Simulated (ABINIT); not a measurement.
Runs of ABINIT 10.8.3 (patched build) on Ba. It takes space group Fm-3m (No. 225, cubic). The conventional cell has a = 6.465 Å, b = 6.465 Å, c = 6.465 Å, α = 90.00°, β = 90.00°, γ = 90.00°. This isn't the form of Ba at room conditions, which is bcc.

| level | gap on the mesh (eV) | pressure (GPa) |
| --- | --- | --- |
| LDA | none | (a) |
| SCAN | - | 0.0 |
| BLYP | none | 0.1 |
| AM05 | none | -0.6 |
| r2SCAN | - | 0.1 |
| PBEsol | none | -0.9 |

Alike in all rows: task band structure; potentials or basis JTH PAW PBE v2.0; no spin polarisation; cell as given; k mesh 7 × 7 × 7; cutoff (eV) 490; smearing fermi-dirac 0.05 eV.

Fill in the values left out.

(a) -1.5.

Caveats: this set's barium file shifts pressures by 1.5 GPa and gaps by 0.1 eV against other sets; the PAW data sets were made with another functional, which shifts forces and pressure a little; spin-orbit coupling is left out, which moves the levels of the heavy elements.

A k mesh can miss the band edges, and the runs leave out spin-orbit coupling on Ba.

A gap of «none» marks a metal or a gap under the smearing width.
